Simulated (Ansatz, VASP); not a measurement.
# Ti5Al11: VASP beside Ansatz

Contents of POSCAR:

```
Ti5Al11
1.0
    3.9068316400      0.0000000000      0.0000000000
    0.0000000000      3.9068316400      0.0000000000
    0.0000000000      0.0000000000     16.4095058600
Ti Al
5 11
Direct
    0.5000000000      0.5000000000      0.3764198900
    0.0000000000      0.0000000000      0.8795960400
    0.0000000000      0.0000000000      0.1191491900
    0.5000000000      0.5000000000      0.6167920600
    0.5000000000      0.5000000000      0.1337909100
    0.5000000000      0.0000000000      0.0019307800
    0.0000000000      0.5000000000      0.4984478900
    0.5000000000      0.0000000000      0.4984478900
    0.0000000000      0.5000000000      0.0019307800
    0.0000000000      0.5000000000      0.2500087300
    0.5000000000      0.0000000000      0.7493913900
    0.5000000000      0.0000000000      0.2500087300
    0.0000000000      0.5000000000      0.7493913900
    0.0000000000      0.0000000000      0.6245094100
    0.0000000000      0.0000000000      0.3742604900
    0.5000000000      0.5000000000      0.8759254100
```

The input INCAR.step1:

```
SYSTEM = Ti5Al11
ALGO = Normal ; EDIFF = 1E-4
ENCUT = 520 ; GGA = PE
ISMEAR = 0 ; LASPH = .True.
LCHARG = .False. ; LREAL = Auto
LWAVE = .True. ; NBANDS = 60
NELM = 80 ; PREC = Accurate
SIGMA = 0.1
```

Contents of INCAR.step2:

```
SYSTEM = Ti5Al11
ALGO = Normal ; EDIFF = 1E-6
ENCUT = 520 ; ISIF = 2
ISMEAR = 0 ; ISTART = 1
LASPH = .True. ; LCHARG = .False.
LMIXTAU = .True. ; LREAL = Auto
LWAVE = .False. ; METAGGA = R2SCAN
NBANDS = 60 ; NELM = 80
PREC = Accurate ; SIGMA = 0.1
```

KPOINTS

```
k-points
0
Gamma
  6 6 1
  0 0 0
```

Input for Ansatz:

```yaml
crystal:
  lattice:
    - [3.90683164, 0.0, 0.0]
    - [0.0, 3.90683164, 0.0]
    - [0.0, 0.0, 16.40950586]
  atoms:
    - { symbol: Ti, position: [0.5, 0.5, 0.37641989] }
    - { symbol: Ti, position: [0.0, 0.0, 0.87959604] }
    - { symbol: Ti, position: [0.0, 0.0, 0.11914919] }
    - { symbol: Ti, position: [0.5, 0.5, 0.61679206] }
    - { symbol: Ti, position: [0.5, 0.5, 0.13379091] }
    - { symbol: Al, position: [0.5, 0.0, 0.00193078] }
    - { symbol: Al, position: [0.0, 0.5, 0.49844789] }
    - { symbol: Al, position: [0.5, 0.0, 0.49844789] }
    - { symbol: Al, position: [0.0, 0.5, 0.00193078] }
    - { symbol: Al, position: [0.0, 0.5, 0.25000873] }
    - { symbol: Al, position: [0.5, 0.0, 0.74939139] }
    - { symbol: Al, position: [0.5, 0.0, 0.25000873] }
    - { symbol: Al, position: [0.0, 0.5, 0.74939139] }
    - { symbol: Al, position: [0.0, 0.0, 0.62450941] }
    - { symbol: Al, position: [0.0, 0.0, 0.37426049] }
    - { symbol: Al, position: [0.5, 0.5, 0.87592541] }
basis:
  ecutwfc: 500
kpoints:
  mp_grid: { grid: [6, 6, 1] }
hamiltonian:
  xc: r2scan
scf:
  occupations: { method: gaussian, width: 0.1 }
  lower_state_search: "off"
output:
  forces: true
  stress: true
  eigenvalues: true
```

Alike in both runs: task single point; functional r2SCAN; k mesh 6 × 6 × 1; occupations gaussian, width 0.1 eV; no spin polarisation.

|  | VASP | Ansatz |
| --- | --- | --- |
| version | VASP 6.6.1 | Ansatz 0.2.0 |
| potentials or method | VASP PAW PBE potentials, release 64 (Ti_sv, Al) | scalar-relativistic, plane waves, PAW |
| plane-wave cutoff (eV) | 520 | 500 |
| valence electrons in the cell | 93 | 93 |

Ansatz gave:

| Quantity | Value |
| --- | --- |
| gap on the k mesh at the Fermi level (eV) | none |
| pressure (GPa) | 0.1 |
| largest component of the traceless stress (GPa) | 0.13 |
| rms of the force components (eV/Å) | 0.021 |

Q: Which values does VASP return?

A: gap on the k mesh at the Fermi level (eV): none; pressure (GPa): 0.1; largest component of the traceless stress (GPa): 0.12; rms of the force components (eV/Å): 0.024.

Atom by atom the forces differ by 0.007 eV/Å (rms over components). A gap of «none» marks a metal or a gap that the smearing closes.

Caveats: the k mesh is coarse (spacing up to 0.38 Å⁻¹), so the values aren't converged; the PAW data sets were made with another functional, which shifts forces and pressure a little (VASP).
